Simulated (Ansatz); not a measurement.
Born–Oppenheimer molecular dynamics of a periodic cell of 16 atoms, Cl (packed as 8 Cl2, density as packed 1.74 g/cm³ with natural masses). It starts from a partly relaxed structure (largest force component 0.16 eV/Å).

Theory: DFT PBE, scalar-relativistic, plane waves, PAW in Ansatz 0.2.0. Settings: accuracy low, cutoff 420 eV, k mesh 1x1x1, fermi-dirac smearing 0.05 eV, no spin polarisation.

| Property | Result |
| --- | --- |
| ensemble | NVT, Langevin thermostat |
| time step | 2 fs |
| steps asked | 300 |
| set temperature | 1000 K |
| friction | 0.02 /fs |
| seed | 872349 |

Frames 40 fs apart, positions in Å, forces in eV/Å.

Velocities at 60.0 fs (Å/ps):

```
Cl 6.55 -4.99 5.61
Cl 4.54 -3.35 0.85
Cl 0.78 -5.11 -0.85
Cl 5.06 -0.29 7.85
Cl 1.16 9.82 0.76
Cl 1.05 1.62 -0.99
Cl -1.94 -0.11 5.97
Cl 3.04 10.20 -3.37
Cl 4.83 2.38 6.62
Cl 4.26 1.48 0.04
Cl 6.53 3.47 -6.04
Cl 0.54 -4.14 2.83
Cl -2.20 3.91 6.97
Cl 3.92 0.04 0.96
Cl -2.45 8.44 -3.77
Cl -2.50 1.35 3.77
```

```xyz
16
Lattice="8.1433 0.0000 0.0000 0.0000 8.1433 0.0000 0.0000 0.0000 8.1433" Properties=species:S:1:pos:R:3:forces:R:3 time_fs=60.0 energy_less_start_eV=0.685 T=819
Cl 5.600 1.825 5.141 -0.13 -0.21 -0.08
Cl 5.336 0.107 4.131 -0.15 0.10 0.06
Cl 6.333 4.788 5.553 0.39 0.02 1.70
Cl 5.287 4.858 3.921 -0.93 0.17 -1.32
Cl 7.994 0.344 1.513 0.19 -0.06 0.97
Cl 8.189 0.162 -0.457 -0.06 -0.09 -1.01
Cl 1.027 5.363 4.613 0.17 0.09 -0.05
Cl 1.763 5.502 2.696 0.23 -0.03 0.09
Cl 2.548 5.321 8.281 0.40 0.22 -0.69
Cl 3.338 6.999 7.366 -0.28 -0.62 0.46
Cl 4.161 1.321 1.714 -0.91 0.19 -1.08
Cl 2.999 1.806 -0.030 0.84 0.07 1.17
Cl 0.826 2.308 4.900 0.42 1.69 -0.08
Cl 0.622 0.368 4.639 -0.16 -1.63 0.04
Cl -1.910 3.332 0.991 0.07 0.00 -0.22
Cl -0.351 4.286 0.113 -0.10 0.08 0.05
16
Lattice="8.1433 0.0000 0.0000 0.0000 8.1433 0.0000 0.0000 0.0000 8.1433" Properties=species:S:1:pos:R:3:forces:R:3 time_fs=100.0 energy_less_start_eV=1.133 T=934
Cl 5.820 1.741 5.475 -0.54 -0.50 -0.62
Cl 5.280 0.168 4.283 0.17 0.39 0.52
Cl 6.433 4.692 5.801 -1.04 0.41 -1.07
Cl 5.255 4.901 3.953 0.77 -0.16 1.44
Cl 8.136 0.601 1.540 0.00 -0.26 -0.34
Cl 8.141 0.317 -0.537 0.18 0.09 0.71
Cl 1.164 5.394 4.572 -0.91 -0.07 2.25
Cl 1.838 5.916 2.833 0.78 -0.11 -1.55
Cl 2.542 5.400 8.515 0.54 0.42 -1.02
Cl 3.372 6.939 7.421 -0.19 -0.73 0.24
Cl 4.198 1.427 1.542 -0.12 -0.09 0.23
Cl 2.919 1.710 0.027 0.05 0.52 -0.07
Cl 0.862 2.477 4.939 0.45 -0.63 -0.36
Cl 0.814 0.322 4.936 -0.22 0.68 -0.17
Cl -2.024 3.597 1.012 0.10 -0.12 -0.18
Cl -0.405 4.357 0.069 -0.02 0.17 -0.01
16
Lattice="8.1433 0.0000 0.0000 0.0000 8.1433 0.0000 0.0000 0.0000 8.1433" Properties=species:S:1:pos:R:3:forces:R:3 time_fs=140.0 energy_less_start_eV=1.738 T=848
Cl 5.732 1.670 5.855 -0.55 -0.67 -0.86
Cl 5.231 0.265 4.459 0.11 0.37 0.58
Cl 6.198 4.567 5.851 0.55 0.77 0.47
Cl 5.488 5.071 4.066 -0.50 -0.24 -0.74
Cl 8.234 0.628 1.439 -0.28 -0.15 2.16
Cl 8.051 0.438 -0.487 0.04 -0.10 -0.99
Cl 1.034 5.442 4.653 0.69 0.78 -0.61
Cl 2.148 6.240 2.851 -0.88 -1.14 1.20
Cl 2.573 5.626 8.590 0.16 0.30 -0.16
Cl 3.668 6.692 7.289 0.12 -0.03 -0.35
Cl 4.064 1.614 1.416 0.09 -0.22 0.51
Cl 2.635 1.764 0.046 0.14 0.33 -0.34
Cl 0.994 2.521 4.745 0.16 1.50 -0.22
Cl 1.008 0.595 5.195 -0.01 -1.55 -0.81
Cl -2.048 3.450 1.060 0.43 0.39 -0.71
Cl -0.534 4.520 0.075 -0.25 -0.35 0.86
16
Lattice="8.1433 0.0000 0.0000 0.0000 8.1433 0.0000 0.0000 0.0000 8.1433" Properties=species:S:1:pos:R:3:forces:R:3 time_fs=180.0 energy_less_start_eV=1.151 T=1245
Cl 5.718 1.569 6.034 -0.33 0.06 0.02
Cl 5.440 0.320 4.525 -0.17 -0.36 -0.26
Cl 6.237 4.582 5.835 0.31 0.73 -0.19
Cl 5.521 5.011 3.993 -0.07 -0.28 -0.08
Cl 8.203 0.480 1.726 -0.08 -0.07 -0.62
Cl 8.055 0.497 -0.386 0.12 -0.07 0.93
Cl 1.102 5.771 4.679 -1.02 -0.31 1.42
Cl 2.182 6.254 3.136 1.03 0.05 -1.24
Cl 2.553 5.995 8.529 -0.74 -0.15 0.56
Cl 3.917 6.349 7.162 0.61 0.26 -0.65
Cl 4.064 1.761 1.180 -1.32 -0.12 -0.68
Cl 2.371 1.897 -0.152 1.49 -0.02 1.10
Cl 1.045 2.735 4.759 -0.07 -0.52 0.07
Cl 0.788 0.606 4.926 -0.07 0.61 -0.28
Cl -2.173 3.514 0.930 -0.19 -0.05 -0.37
Cl -0.571 4.590 0.261 0.48 0.23 0.27
16
Lattice="8.1433 0.0000 0.0000 0.0000 8.1433 0.0000 0.0000 0.0000 8.1433" Properties=species:S:1:pos:R:3:forces:R:3 time_fs=220.0 energy_less_start_eV=1.477 T=740
Cl 5.723 1.305 6.071 -0.06 1.27 1.93
Cl 5.647 0.369 4.420 -0.58 -1.36 -2.05
Cl 6.209 4.779 5.876 0.95 0.17 1.14
Cl 5.547 4.827 4.050 -0.55 -0.17 -1.59
Cl 8.254 0.256 1.867 0.09 0.40 0.70
Cl 8.245 0.536 -0.101 -0.51 -0.29 -1.42
Cl 0.995 5.932 4.705 0.11 -0.09 -0.03
Cl 2.377 6.308 3.258 -0.09 -0.32 0.17
Cl 2.582 6.095 8.565 -0.69 0.01 0.67
Cl 4.015 6.302 7.234 0.52 0.09 -0.59
Cl 4.057 1.942 1.241 1.01 -0.79 1.62
Cl 2.596 2.110 0.014 -1.15 0.36 -1.19
Cl 1.243 2.739 4.861 -0.61 -0.81 -0.48
Cl 0.519 0.703 4.531 1.02 0.96 1.17
Cl -2.183 3.397 0.770 -0.05 0.26 -0.11
Cl -0.699 4.761 0.375 0.60 0.30 0.06
16
Lattice="8.1433 0.0000 0.0000 0.0000 8.1433 0.0000 0.0000 0.0000 8.1433" Properties=species:S:1:pos:R:3:forces:R:3 time_fs=260.0 energy_less_start_eV=1.695 T=825
Cl 5.595 1.041 6.266 -0.05 -0.60 -2.03
Cl 5.494 0.278 4.233 0.03 0.70 1.76
Cl 6.165 4.965 5.921 -0.05 -0.16 -1.83
Cl 5.454 4.745 3.870 0.61 0.09 1.56
Cl 8.256 0.093 1.901 -0.09 0.42 -0.36
Cl 8.175 0.240 -0.136 -0.08 0.00 0.04
Cl 1.016 5.938 4.694 1.00 0.50 -0.50
Cl 2.556 6.445 3.297 -1.22 -0.66 1.10
Cl 2.492 5.972 8.748 1.32 0.47 -0.98
Cl 4.105 6.389 7.403 -1.34 -0.41 0.80
Cl 4.166 2.049 1.386 -1.42 -0.40 -0.71
Cl 2.836 2.408 -0.220 0.84 -0.15 0.99
Cl 1.319 2.877 4.912 -0.02 0.61 -0.08
Cl 0.681 0.992 4.652 0.03 -0.83 0.50
Cl -2.050 3.506 0.837 -0.10 0.06 -0.13
Cl -0.695 4.926 0.283 0.54 0.37 -0.12
16
Lattice="8.1433 0.0000 0.0000 0.0000 8.1433 0.0000 0.0000 0.0000 8.1433" Properties=species:S:1:pos:R:3:forces:R:3 time_fs=300.0 energy_less_start_eV=1.367 T=853
Cl 5.618 0.891 6.292 0.28 0.45 0.52
Cl 5.255 0.106 4.533 -0.17 -0.18 -0.87
Cl 6.287 5.168 5.650 0.63 0.01 0.92
Cl 5.330 4.838 3.973 -0.28 -0.35 -0.91
Cl 8.162 0.229 1.886 0.09 0.21 0.87
Cl 8.082 -0.024 -0.076 -0.04 0.36 -0.72
Cl 1.093 6.142 4.661 -1.68 -0.31 1.56
Cl 2.581 6.403 3.494 1.51 0.27 -1.28
Cl 2.376 6.006 8.518 -1.94 -0.70 1.13
Cl 3.979 6.413 7.577 2.04 0.53 -1.22
Cl 4.141 2.332 1.353 -0.99 -0.78 -0.06
Cl 3.131 2.609 -0.379 -0.21 -0.04 0.25
Cl 1.300 3.007 4.975 -0.19 -0.01 -0.04
Cl 0.893 0.972 4.911 0.07 -0.09 -0.03
Cl -2.037 3.617 0.715 0.53 0.43 0.08
Cl -0.687 5.104 0.292 0.34 0.18 -0.22
16
Lattice="8.1433 0.0000 0.0000 0.0000 8.1433 0.0000 0.0000 0.0000 8.1433" Properties=species:S:1:pos:R:3:forces:R:3 time_fs=340.0 energy_less_start_eV=1.570 T=1385
Cl 5.681 1.148 6.311 -0.06 -0.56 -1.19
Cl 5.133 -0.073 4.723 0.05 1.12 0.64
Cl 6.462 5.399 5.595 -0.11 -0.67 -0.08
Cl 5.328 4.853 4.003 0.58 0.01 0.39
Cl 7.903 0.495 2.048 0.19 -0.25 -0.87
Cl 7.921 0.116 -0.010 0.11 0.60 1.17
Cl 1.209 6.300 4.987 1.21 -0.03 -1.37
Cl 2.730 6.451 3.415 -1.45 -0.20 0.75
Cl 2.294 5.908 8.364 0.29 0.17 -0.04
Cl 3.970 6.351 7.315 -0.27 -0.08 0.21
Cl 4.079 2.334 1.311 -0.76 -0.35 -0.57
Cl 3.232 2.777 -0.495 -0.20 -0.27 0.64
Cl 1.133 3.113 4.736 0.20 -0.79 0.34
Cl 1.189 0.915 4.919 -0.33 1.01 -0.06
Cl -1.999 3.767 0.534 0.38 -0.04 0.37
Cl -0.728 5.324 0.342 0.17 0.32 -0.32
16
Lattice="8.1433 0.0000 0.0000 0.0000 8.1433 0.0000 0.0000 0.0000 8.1433" Properties=species:S:1:pos:R:3:forces:R:3 time_fs=380.0 energy_less_start_eV=1.646 T=1141
Cl 5.718 1.509 6.102 -0.09 -0.39 -0.58
Cl 5.008 0.012 4.910 0.31 0.51 0.17
Cl 6.597 5.212 5.734 0.13 0.07 0.12
Cl 5.341 4.979 4.205 -0.17 -0.21 -0.57
Cl 7.743 0.654 2.209 0.09 -0.11 0.18
Cl 7.735 0.436 0.227 -0.14 0.09 -0.47
Cl 1.506 6.538 5.030 -1.38 -0.43 1.70
Cl 2.420 6.411 3.357 1.19 -0.41 -2.40
Cl 2.327 5.904 8.364 0.28 0.51 -0.29
Cl 3.878 6.334 7.093 -0.08 0.03 0.80
Cl 4.104 2.333 1.236 -1.01 0.23 -1.46
Cl 3.143 2.966 -0.557 0.56 -0.90 1.48
Cl 0.911 2.993 4.600 0.23 0.65 0.02
Cl 1.253 0.991 4.555 -0.12 0.26 0.83
Cl -1.795 3.801 0.501 0.49 0.53 0.21
Cl -0.643 5.507 0.228 -0.29 -0.43 0.26
16
Lattice="8.1433 0.0000 0.0000 0.0000 8.1433 0.0000 0.0000 0.0000 8.1433" Properties=species:S:1:pos:R:3:forces:R:3 time_fs=420.0 energy_less_start_eV=1.730 T=935
Cl 5.726 1.735 5.847 -0.06 -0.14 -0.23
Cl 4.966 0.121 4.912 0.26 0.19 0.00
Cl 6.822 5.091 5.741 -1.01 0.58 -1.07
Cl 5.459 5.124 4.186 0.45 -0.23 0.28
Cl 7.857 0.711 2.333 0.06 -0.03 -1.25
Cl 7.603 0.700 0.228 -0.04 -0.03 1.01
Cl 1.531 6.764 5.131 0.20 -0.75 -1.56
Cl 2.266 6.425 3.038 -0.28 0.03 0.78
Cl 2.323 6.040 8.322 0.20 0.40 -0.06
Cl 3.933 6.436 7.126 0.15 0.05 0.68
Cl 4.008 2.223 0.976 1.40 -1.04 2.00
Cl 2.973 2.919 -0.448 -1.53 0.71 -2.01
Cl 0.808 3.220 4.506 0.65 -1.00 0.28
Cl 1.160 1.051 4.761 -0.36 1.40 0.16
Cl -1.700 3.937 0.360 -0.56 -1.00 0.76
Cl -0.521 5.499 0.162 0.46 0.86 0.23
16
Lattice="8.1433 0.0000 0.0000 0.0000 8.1433 0.0000 0.0000 0.0000 8.1433" Properties=species:S:1:pos:R:3:forces:R:3 time_fs=460.0 energy_less_start_eV=1.132 T=1186
Cl 6.060 1.731 5.534 -0.59 -0.34 -0.12
Cl 5.010 0.037 5.103 0.40 0.73 0.00
Cl 6.788 5.250 5.594 -0.47 0.19 -0.28
Cl 5.592 5.301 3.959 0.16 -0.27 0.13
Cl 7.987 0.997 2.197 0.13 -0.17 0.29
Cl 7.621 0.916 0.231 -0.17 -0.17 -0.48
Cl 1.649 6.785 4.961 -0.17 -0.53 1.02
Cl 2.194 6.393 3.078 0.12 0.07 -0.90
Cl 2.134 6.202 8.395 0.44 0.01 -0.20
Cl 3.966 6.548 7.576 0.16 0.13 0.23
Cl 4.040 2.236 0.899 -0.23 -0.02 -0.14
Cl 2.730 2.932 -0.464 0.25 -0.20 0.15
Cl 0.893 3.221 4.348 0.15 1.38 0.06
Cl 1.058 1.335 4.893 0.41 -1.05 -0.04
Cl -1.689 3.963 0.449 -0.71 -0.95 0.37
Cl -0.463 5.490 0.321 0.14 1.17 -0.11
16
Lattice="8.1433 0.0000 0.0000 0.0000 8.1433 0.0000 0.0000 0.0000 8.1433" Properties=species:S:1:pos:R:3:forces:R:3 time_fs=500.0 energy_less_start_eV=1.333 T=818
Cl 6.334 1.588 5.637 -0.07 0.21 -0.18
Cl 5.060 0.097 5.306 -0.09 0.26 -0.29
Cl 6.681 5.263 5.439 -0.35 0.01 -0.31
Cl 5.806 5.377 3.607 0.23 -0.17 0.46
Cl 7.980 1.269 2.076 0.10 -0.28 -0.04
Cl 7.536 1.041 0.101 -0.13 -0.11 0.18
Cl 1.904 6.612 5.096 -0.20 -0.32 -1.08
Cl 2.220 6.335 2.884 -0.11 0.41 0.72
Cl 2.292 6.337 8.233 -0.70 -0.29 0.20
Cl 4.147 6.580 7.563 0.93 0.06 0.31
Cl 3.994 2.179 1.116 -0.97 0.54 -1.38
Cl 2.785 2.772 -0.539 1.06 -0.55 1.38
Cl 1.050 3.405 4.344 0.51 -1.59 0.83
Cl 1.261 1.211 4.833 0.34 1.38 -0.53
Cl -1.628 3.987 0.637 0.85 1.16 -0.23
Cl -0.385 5.736 0.492 -1.41 -0.72 -0.01
```

Of the whole run (600 fs, mean temperature of the second half 948 K): A run of 0.6 ps of so small a system gives no equilibrium averages. Limits of this set-up: coarse k mesh, low accuracy level.

Run time: 5.2 min on 1 thread of AMD EPYC 9R45 96-Core Processor (Zen 5) (shared host), peak memory 0.57 GiB.
